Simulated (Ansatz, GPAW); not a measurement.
Given: the input of a run of Ansatz 0.2.0 on KF (Carobbiite). 

The input input.yaml:

```yaml
crystal:
  lattice:
    - [3.77856651, 0.0, 0.0]
    - [1.889283255, 3.2723345875, 0.0]
    - [1.889283255, 1.0907781958, 3.0851866362]
  atoms:
    - { symbol: K, position: [0.0, 0.0, 0.0] }
    - { symbol: F, position: [0.5, 0.5, 0.5] }
hamiltonian:
  xc: lda
  pseudopotentials: { kind: paw }
kpoints:
  mp_grid: { grid: [9, 9, 9] }
scf:
  occupations: { method: gaussian, width: 0.05 }
output:
  forces: true
  stress: true
  eigenvalues: true
```

Potentials or basis: Ansatz PAW.

Run with:

```console
$ ansatz run input.yaml --threads 1 --pin off --max-ram 3584MiB --backend cpu --events-out ev --progress --plain --runs-dir out
```

Q: What does the same run look like in GPAW 26.7.0 (ASE script)? Potentials or basis there: the program's PAW data sets (release 1.2.1) made for this functional, cutoff 800 eV.

A: As run (cutoffs and basis follow the program's own potentials, and thresholds, step limits or extra output files can differ):

File run.py:

```python
from ase.dft.bandgap import bandgap
from ase.io import read, write
from ase.units import GPa
from gpaw import GPAW, PW

atoms = read('KF.xyz')

calc = GPAW(mode=PW(800),
            xc='LDA',
            kpts={'size': (9, 9, 9), 'gamma': True},
            occupations={'name': 'methfessel-paxton', 'order': 0, 'width': 0.05},
            nbands=16,
            convergence={'density': 1e-05, 'energy': 1e-05},
            maxiter=150,
            txt='gpaw.txt')
atoms.calc = calc
energy = atoms.get_potential_energy()
forces = atoms.get_forces()
stress = atoms.get_stress()
calc.write('gs.gpw')
write('result.traj', atoms)
print(f'Energy: {energy:.6f} eV')
print('Forces (eV/A):')
print(forces.round(4))
print('Stress (GPa):', (stress / GPa).round(3))
print('Fermi level:', round(calc.get_fermi_level(), 4), 'eV')
print(f'Gap: {bandgap(calc)[0]:.4f} eV, direct: {bandgap(calc, direct=True)[0]:.4f} eV')
```

File KF.xyz:

```xyz
2
Lattice="3.7785665100 0.0000000000 0.0000000000 1.8892832550 3.2723345875 0.0000000000 1.8892832550 1.0907781958 3.0851866362" Properties=species:S:1:pos:R:3 pbc="T T T"
K      0.0000000000      0.0000000000      0.0000000000
F      3.7785665100      2.1815563916      1.5425933181
```

Potentials or basis: the program's PAW data sets (release 1.2.1) made for this functional, pw.

Run with:

```console
$ OMP_NUM_THREADS=1 python run.py
```

Both were run:

|  | Ansatz | GPAW |
| --- | --- | --- |
| Pressure | -3.5 GPa | -4.3 GPa |

Ansatz's pressure holds a Pulay term of +0.45 GPa for its cutoff of 420 eV, which the other run lacks.

Ansatz's potentials were made for PBE.

Where Ansatz's input types no cutoff or centring, it takes its own default and a Γ-centred mesh.

The two programs' LDA may be different fits to the electron gas.

Pressure is positive in compression.
